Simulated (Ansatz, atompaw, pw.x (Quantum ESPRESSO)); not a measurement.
## What a changed setting does to a pw.x run (fcc Si)

Potential: PAW, atompaw 4.2.0.5, PBE; core [Ne], reference 3s2 3p2; waves: 3s (bound): rc 2.00 bohr; 3s channel at 0.05 Ry: rc 1.50 bohr; 3p (bound): rc 2.00 bohr; 3p channel at 4 Ry: rc 2.00 bohr; 3d channel at 0.5 Ry: rc 2.00 bohr; 3d channel at -0.09 Ry: rc 2.00 bohr; local part: ultrasoft scheme with l = 3 at -0.5 Ry, radius 1.50 bohr; core correction: smooth core density matched at 2.00 bohr; augmentation: sinc compensation charge, radius 1.90 bohr; PAW radius 2.00 bohr; waves and projectors: custom polynom2 7 10 vanderbiltortho.

The reference run (k-mesh 15³, cutoffs 40/400 Ry, Fermi–Dirac 0.01 Ry, mixing_beta 0.4, conv_thr 1e-9, no spin) gives 0.32 GPa at 14.425 Å³/atom, where all-electron LAPW gives 0.32 GPa. This run, with its own iteration cap, changes k-mesh points per axis to 3.

```
&control
  calculation='scf', prefix='x', pseudo_dir='./', outdir='./tmp', tstress=.true., disk_io='none'
/
&system
  ibrav=0, nat=1, ntyp=1, ecutwfc=40, ecutrho=400, nbnd=9,
  occupations='smearing', smearing='fd', degauss=0.01
/
&electrons
  conv_thr=1e-09, mixing_beta=0.4, electron_maxstep=50
/
ATOMIC_SPECIES
Si 1.0 Si.UPF
CELL_PARAMETERS angstrom
  0.00000000 1.93209559 1.93209559
  1.93209559 0.00000000 1.93209559
  1.93209559 1.93209559 0.00000000
ATOMIC_POSITIONS crystal
Si 0.0000 0.0000 0.0000
K_POINTS automatic
3 3 3 0 0 0
```

```bash
pw.x < Si.scf.in > Si.scf.out
```

How does the run end?

It converges in 6 iterations; the free energy moves by -336.9 meV/atom and the pressure by -1.61 GPa.

```
Message from routine setup:
     using ibrav=0 with symmetry is DISCOURAGED, use correct ibrav instead
     lattice parameter (alat)  =       5.1635  a.u.
     unit-cell volume          =      97.3447 (a.u.)^3
     number of electrons       =         4.00
     number of Kohn-Sham states=            9
     kinetic-energy cutoff     =      40.0000  Ry
     charge density cutoff     =     400.0000  Ry
     scf convergence threshold =      1.0E-09
     Exchange-correlation= SLA PW PBX PBC
     number of k points=     4  Fermi-Dirac smearing, width (Ry)=  0.0100
     iteration #  1     ecut=    40.00 Ry     beta= 0.40
     total energy              =     -46.71325333 Ry
     estimated scf accuracy    <       0.00401579 Ry
     iteration #  2     ecut=    40.00 Ry     beta= 0.40
     negative rho (up, down):  1.088E-06 0.000E+00
     total energy              =     -46.71302847 Ry
     estimated scf accuracy    <       0.00118498 Ry
     iteration #  3     ecut=    40.00 Ry     beta= 0.40
     negative rho (up, down):  1.496E-06 0.000E+00
     total energy              =     -46.71310484 Ry
     estimated scf accuracy    <       0.00000303 Ry
     iteration #  4     ecut=    40.00 Ry     beta= 0.40
     negative rho (up, down):  1.623E-06 0.000E+00
     total energy              =     -46.71310582 Ry
     estimated scf accuracy    <       0.00000011 Ry
     iteration #  5     ecut=    40.00 Ry     beta= 0.40
     negative rho (up, down):  1.663E-06 0.000E+00
     total energy              =     -46.71310587 Ry
     estimated scf accuracy    <       0.00000001 Ry
     iteration #  6     ecut=    40.00 Ry     beta= 0.40
     negative rho (up, down):  1.665E-06 0.000E+00
     the Fermi energy is     8.8521 ev
!    total energy              =     -46.71310587 Ry
     estimated scf accuracy    <          9.0E-10 Ry
     smearing contrib. (-TS)   =      -0.00542594 Ry
     convergence has been achieved in   6 iterations
     negative rho (up, down):  1.665E-06 0.000E+00
          total   stress  (Ry/bohr**3)                   (kbar)     P=      -12.95
     Message from routine punch:
     Nothing written, as per user request (disk_io='none')
```

The run took about 3.8 s on one core of a shared server CPU.
